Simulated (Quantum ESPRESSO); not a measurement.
TaN under changes of volume

One of the cells (10.813 Å³/atom); the others are scaled copies at fixed shape and fractional positions:

```
Ta N
1.0
     0.00000    2.21132    2.21132
     2.21132    0.00000    2.21132
     2.21132    2.21132    0.00000
Ta N
1 1
Direct
  0.50000 0.50000 0.50000
  0.00000 0.00000 0.00000
```

The cell comes from a database or a generator and needn't be the stable form of this composition.

* Program: Quantum ESPRESSO 7.5
* Functional: PBE
* Potentials or basis: PseudoDojo 0.4 FR PBE standard
* Cutoff: 1143 eV
* Density cutoff: 4572 eV
* k mesh: 10 × 10 × 10
* Occupations: fermi-dirac, width 0.05 eV
* Spin: spin-orbit coupling, no magnetisation

```csv
volume (Å³/atom),energy over the lowest point (meV/atom),pressure (GPa)
10.164,38.68,21.6
10.381,15.36,13.1
10.597,2.84,5.6
10.813,0.00,-1.2
11.030,5.85,-7.3
11.246,19.47,-12.8
11.462,?,?
```

Task: What does the run at 11.462 Å³/atom give?

Result: Energy over the lowest point 40.08 meV/atom; pressure -17.6 GPa.

Worked out: A Birch-Murnaghan fit of order 3 (a polynomial in V^(-2/3)) to the other rows has its minimum at 10.77 Å³/atom with B0 = V·E''(V) = 326 GPa and B' = 4.3. It gives 40.11 meV/atom at 11.462 Å³/atom, against the run's 40.08, and -dE/dV = -17.7 GPa, against -17.6.

Energies are extrapolated to zero smearing.
